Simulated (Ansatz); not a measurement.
# N: the cost of one run

Program: Ansatz 0.2.0. Level of theory: DFT PBE, scalar-relativistic, plane waves, PAW. These are calculated values, not measurements.

**1. Starting point**

The structure is cubic, space group Fm-3m (No. 225). The conventional cell has a = 3.108 Å, b = 3.108 Å, c = 3.108 Å, α = 90.00°, β = 90.00°, γ = 90.00°. Around N (site symmetry m-3m) lie 12 N at 2.20 Å.

Coordinates:

```xyz
1
Lattice="0.0000 1.5538 1.5538 1.5538 0.0000 1.5538 1.5538 1.5538 0.0000" Properties=species:S:1:pos:R:3 pbc="T T T"
N     0.0000    0.0000    0.0000
```

The structure comes from the Materials Project (structure only).

**2. A distortion of lower symmetry**

Against the listed cell: strain xx, yy, zz, yz, xz, xy = -2.2, -2.2, -2.2, +1.0, -1.0, -1.0 %.

The input, input.yaml:

```yaml
crystal:
  lattice:
    - [-0.0310761722, 1.5355358207, 1.5355358207]
    - [1.5044596485, 0.0, 1.5044596485]
    - [1.5044596485, 1.5044596485, 0.0]
  atoms:
    - { symbol: "N", position: [0.0, 0.0, 0.0] }
basis:
  ecutwfc: 420
kpoints:
  mp_grid: { grid: [20, 21, 21] }
hamiltonian:
  xc: pbe
scf:
  occupations: { method: gaussian, width: 0.1 }
output:
  forces: true
  stress: true
  eigenvalues: true
```

The run is started by

```bash
$ ansatz run input.yaml --threads 1 --pin off --max-ram 1331MiB --backend cpu --events-out ev --progress --plain --runs-dir out
```

Q: Estimate wall time and peak memory on 1 thread of an x86-64 CPU, shared host.

About 21 s, with a peak of 0.47 GiB.
